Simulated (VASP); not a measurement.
Runs of VASP 6.6.1 on Zn. The structure is cubic, space group Fm-3m (No. 225). The conventional cell has a = 3.926 Å, b = 3.926 Å, c = 3.926 Å, α = 90.00°, β = 90.00°, γ = 90.00°. Zn (site symmetry m-3m) has 12 Zn at 2.78 Å as nearest neighbours. The cell was built by a generator and needn't be a form met in nature.

```tsv
spin	cell	k mesh	gap on the mesh (eV)	pressure (GPa)	moment (μB)
non-collinear, zero start, SOC	Fm-3m, 15.13 Å³/atom	18 × 18 × 18	-	0.5	0.00
off	Fm-3m, 15.19 Å³/atom	8 × 8 × 8	none	0.5	-
non-collinear, zero start, SOC	Fm-3m, 15.15 Å³/atom	18 × 18 × 18	-	(a)	0.00
off	Fm-3m, 15.13 Å³/atom	8 × 8 × 8	none	0.7	-
```

Alike in all rows: task single point; level PBE; potentials or basis VASP PAW PBE potentials, release 64 (Zn); cutoff (eV) 520; smearing gaussian 0.05 eV.

Estimate the missing entries.

(a) 0.4.

A gap of «none» marks a metal or a gap under the smearing width.
